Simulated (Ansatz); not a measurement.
## Ge: energy along a strain

Ge, I4_1/amd, a = 5.126 Å, c = 2.793 Å. This isn't the element's structure at ambient conditions. Ansatz: PBEsol, PAW, 420 eV, Γ-centred 24×24×24 mesh on 2 atoms, Gaussian smearing 0.15 eV; no spin polarisation. Cell vectors (Å): -2.563 2.563 1.397; 2.563 -2.563 1.397; 2.563 2.563 -1.397. The cell is strained by x per cent times the pattern (0 1 0 0 0 0) in the order xx yy zz yz xz xy (engineering shears), with fractional coordinates held. y is the free energy over the start, V0 = 18.349 Å³/atom.

| x (%) | y (meV/atom) |
| --- | --- |
| -6.00 | 42.01 |
| -3.00 | ? |
| 0.00 | 0.00 |
| 1.50 | 2.58 |
| 4.50 | 18.64 |
| 6.00 | 31.09 |

**Question.** Fit y = c1 x + c2 x² + c3 x³ to the other rows, get the stiffness along the pattern, and predict the missing energy.

**Answer.** Least squares on the rows shown. y = 0.22437 x + 1.0150 x² − 0.031554 x³. The clamped-ion stiffness p·C·p = 2 × 10.15 eV × 160.2 / 18.349 Å³ = 177 GPa, which is C22 in these axes; c1 is there for the stress left in the start, which by itself gives a slope of 0.34 meV/atom per %. At x = -3.00 the fit asked for gives 9.31 meV/atom. The run gave 8.94 meV/atom, so the fit is 0.37 meV/atom too high, 0.88 % of the span of the series, against an rms of 0.04 meV/atom on the fitted rows. With a term in x⁴ added, a fit to the same known rows (none to spare) predicts 8.95 meV/atom, so most of the miss is curvature that the known rows already hold.

Stretching and compressing this cell along y aren't equivalent: at the largest strain, compression costs 42.01 meV/atom and extension 31.09 meV/atom. This is the usual anharmonicity of bonding, with overlap repulsion rising steeply as atoms are pushed together while cohesion weakens as they separate. Since the strain also changes the volume, the 177 GPa measures resistance to compression as well as to shape change. The positive initial slope means that the starting cell would lower its energy by contracting slightly along y. The cubic fit underestimates that slope, probably because its linear term absorbs some of the missing higher-order curvature.

In this β-tin-type structure, the strain makes the two basal axes unequal and lowers the symmetry to orthorhombic, which allows the two sublattices to shift against each other along c. Letting them do so can only lower the stiffness or leave it unchanged, so the value is an upper bound on the relaxed-ion constant within the same calculation. Positive curvature along this single path doesn't establish stability against other shears or phonons.
